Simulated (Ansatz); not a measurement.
# Sr: pressure against volume

Aim: scale the cell of Sr up and down at fixed shape and fractional positions, and get the equilibrium volume and bulk modulus with LAPW, PAW and all-electron datasets made for the crystal.

This is Sr in the hcp structure; at room conditions it is fcc.

Method: DFT PBE, scalar-relativistic, in Ansatz 0.2.0.

### 1 The system as given

The structure is hexagonal, space group P6_3/mmc (No. 194). Conventional cell: a = 4.310 Å, b = 4.310 Å, c = 7.050 Å, α = 90.00°, β = 90.00°, γ = 120.00°. Around Sr (site symmetry -6m2) lie 12 Sr at 4.31 Å.

Structure file:

```cif
data_structure
_symmetry_space_group_name_H-M 'P6_3/mmc'
_symmetry_Int_Tables_number 194
_cell_length_a 4.3100
_cell_length_b 4.3100
_cell_length_c 7.0500
_cell_angle_alpha 90.000
_cell_angle_beta 90.000
_cell_angle_gamma 120.000
_cell_volume 113.42
loop_
_atom_site_label
_atom_site_type_symbol
_atom_site_symmetry_multiplicity
_atom_site_Wyckoff_symbol
_atom_site_fract_x
_atom_site_fract_y
_atom_site_fract_z
_atom_site_occupancy
Sr1 Sr 2 c 0.33333 0.66667 0.25000 1
```

The file gives the conventional cell by its symmetry; the runs use the cell typed in the input.

Structure: COD 1540836, as refined from experiment and not relaxed.

Atoms are numbered in the order of the input: Sr1, Sr2.

### 2 Volume × 0.96, LAPW

input.yaml reads:

```yaml
crystal:
  lattice:
    - [4.2517498339, 0.0, 0.0]
    - [-2.125874917, 3.6821233666, 0.0]
    - [0.0, 0.0, 6.9547180496]
  atoms:
    - { symbol: Sr, position: [0.3333333333, 0.6666666667, 0.25] }
    - { symbol: Sr, position: [0.6666666667, 0.3333333333, 0.75] }
kpoints:
  mp_grid: { grid: [10, 10, 5] }
scf:
  occupations: { method: fermi_dirac, width: 0.08 }
hamiltonian:
  xc: pbe
  pseudopotentials: { kind: all_electron, lapw: { basis_error: 0.001 } }
output:
  forces: true
  stress: true
  eigenvalues: true
```

Command:

```console
$ ansatz run input.yaml --threads 1 --pin off --max-ram 2048MiB --backend cpu --events-out ev --progress --plain --runs-dir out
```

### 3 Volume × 0.96, PAW

input.yaml, as its differences from that of step 2:

```diff
@@ -14,3 +14,3 @@
   xc: pbe
-  pseudopotentials: { kind: all_electron, lapw: { basis_error: 0.001 } }
+  pseudopotentials: { kind: paw }
 output:
@@ -19 +19,2 @@
   eigenvalues: true
+  efg: { contact_densities: true }
```

### 4 Volume × 0.96, crystal datasets

input.yaml, as its differences from that of step 3:

```diff
@@ -14,3 +14,3 @@
   xc: pbe
-  pseudopotentials: { kind: paw }
+  pseudopotentials: { kind: all_electron, datasets: crystal }
 output:
```

### 5 Volume × 0.98, LAPW

input.yaml reads:

```yaml
crystal:
  lattice:
    - [4.2810731731, 0.0, 0.0]
    - [-2.1405365866, 3.7075181234, 0.0]
    - [0.0, 0.0, 7.0026831381]
  atoms:
    - { symbol: Sr, position: [0.3333333333, 0.6666666667, 0.25] }
    - { symbol: Sr, position: [0.6666666667, 0.3333333333, 0.75] }
kpoints:
  mp_grid: { grid: [10, 10, 5] }
scf:
  occupations: { method: fermi_dirac, width: 0.08 }
hamiltonian:
  xc: pbe
  pseudopotentials: { kind: all_electron, lapw: { basis_error: 0.001 } }
output:
  forces: true
  stress: true
  eigenvalues: true
```

### 6 Volume × 0.98, PAW

input.yaml, as its differences from that of step 5:

```diff
@@ -14,3 +14,3 @@
   xc: pbe
-  pseudopotentials: { kind: all_electron, lapw: { basis_error: 0.001 } }
+  pseudopotentials: { kind: paw }
 output:
@@ -19 +19,2 @@
   eigenvalues: true
+  efg: { contact_densities: true }
```

### 7 Volume × 1.02, LAPW

input.yaml reads:

```yaml
crystal:
  lattice:
    - [4.3385441004, 0.0, 0.0]
    - [-2.1692720502, 3.7572894063, 0.0]
    - [0.0, 0.0, 7.0966901024]
  atoms:
    - { symbol: Sr, position: [0.3333333333, 0.6666666667, 0.25] }
    - { symbol: Sr, position: [0.6666666667, 0.3333333333, 0.75] }
kpoints:
  mp_grid: { grid: [10, 10, 5] }
scf:
  occupations: { method: fermi_dirac, width: 0.08 }
hamiltonian:
  xc: pbe
  pseudopotentials: { kind: all_electron, lapw: { basis_error: 0.001 } }
output:
  forces: true
  stress: true
  eigenvalues: true
```

### 8 Volume × 1.02, PAW

input.yaml, as its differences from that of step 7:

```diff
@@ -14,3 +14,3 @@
   xc: pbe
-  pseudopotentials: { kind: all_electron, lapw: { basis_error: 0.001 } }
+  pseudopotentials: { kind: paw }
 output:
@@ -19 +19,6 @@
   eigenvalues: true
+  efg: { contact_densities: true }
+  write_density: true
+  write_potential: true
+  elf: true
+  volumetric_format: npy
```

### 9 Volume × 1.04, LAPW

input.yaml reads:

```yaml
crystal:
  lattice:
    - [4.3667172541, 0.0, 0.0]
    - [-2.1833586271, 3.7816880731, 0.0]
    - [0.0, 0.0, 7.1427737969]
  atoms:
    - { symbol: Sr, position: [0.3333333333, 0.6666666667, 0.25] }
    - { symbol: Sr, position: [0.6666666667, 0.3333333333, 0.75] }
kpoints:
  mp_grid: { grid: [10, 10, 5] }
scf:
  occupations: { method: fermi_dirac, width: 0.08 }
hamiltonian:
  xc: pbe
  pseudopotentials: { kind: all_electron, lapw: { basis_error: 0.001 } }
output:
  forces: true
  stress: true
  eigenvalues: true
```

### 10 Volume × 1.04, PAW

input.yaml, as its differences from that of step 9:

```diff
@@ -14,3 +14,3 @@
   xc: pbe
-  pseudopotentials: { kind: all_electron, lapw: { basis_error: 0.001 } }
+  pseudopotentials: { kind: paw }
 output:
@@ -19 +19,6 @@
   eigenvalues: true
+  efg: { contact_densities: true }
+  write_density: true
+  write_potential: true
+  elf: true
+  volumetric_format: npy
```

### 11 Volume × 1.04, crystal datasets

input.yaml, as its differences from that of step 10:

```diff
@@ -14,3 +14,3 @@
   xc: pbe
-  pseudopotentials: { kind: paw }
+  pseudopotentials: { kind: all_electron, datasets: crystal }
 output:
@@ -20,5 +20 @@
   efg: { contact_densities: true }
-  write_density: true
-  write_potential: true
-  elf: true
-  volumetric_format: npy
```

(Steps that only read results are left out.)

**Question.** What will these runs give? Wanted: equilibrium volume; bulk modulus (for each run or level that gives them).

**Answer**, as computed:

| quantity | value |
| --- | --- |
| equilibrium volume (LAPW) | 55.299 Å³/atom |
| bulk modulus (LAPW) | 11.6 GPa |
| its pressure derivative (LAPW) | 3.0 |
| equilibrium volume (PAW) | 55.295 Å³/atom |
| bulk modulus (PAW) | 11.6 GPa |
| its pressure derivative (PAW) | 3.0 |

By LAPW, the pressure vanishes at 55.30 Å³/atom (-2.5 % from the starting cell) and the bulk modulus there is 11.6 GPa (Birch-Murnaghan, third order). Shape and positions are held, so a fully relaxed modulus can be lower. PAW's volume lies less than 0.01 % and its modulus less than 0.1 % from LAPW's. No thermal or zero-point expansion is included.
